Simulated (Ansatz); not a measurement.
The system is Sb.

```xyz
1
Lattice="-1.8713 1.8713 1.8713 1.8713 -1.8713 1.8713 1.8713 1.8713 -1.8713" Properties=species:S:1:pos:R:3 pbc="T T T"
Sb    0.0000    0.0000    0.0000
```

This isn't the form of Sb at room conditions, which is rhombohedral.

| Quantity | Value |
| --- | --- |
| Program | Ansatz 0.2.0 |
| Task | relaxation of cell and atoms |
| Functional | PBEsol |
| Dispersion | D3(BJ) |
| Potentials or basis | Ansatz PAW |
| Cutoff | 420 eV (not typed: the program's choice for these potentials) |
| k mesh | 10 × 10 × 10 |
| Occupations | fermi-dirac, width 0.05 eV |
| Spin | no spin polarisation |

At the start: volume 26.21 Å³/atom.

**Question.** Where does the relaxation end?

**Answer.** It ends after 5 steps and the volume is 24.93 Å³/atom (-4.9 %); space group Im-3m (No. 229, to 0.05 Å).

The path:
```csv
step,energy change (eV),largest force (eV/Å),volume (Å³)
1,0.0000,0.0000,26.21
2,-0.0114,0.0000,24.37
3,-0.0143,0.0000,24.98
4,-0.0144,0.0000,24.93
5,-0.0140,0.0000,24.93
```

Final structure:
```
Sb
1.0
    -1.84042    1.84042    1.84042
     1.84042   -1.84042    1.84042
     1.84042    1.84042   -1.84042
Sb
1
Cartesian
  0.0000 0.0000 0.0000
```

Caveat: the plane-wave basis is chosen anew once the cell has moved, so the energies of steps on either side of that aren't comparable; pairwise dispersion overbinds metals, which lowers pressure and volume; the PAW data sets come from PBE, with cores solved anew for the run's functional, which leaves a small shift of forces and pressure.
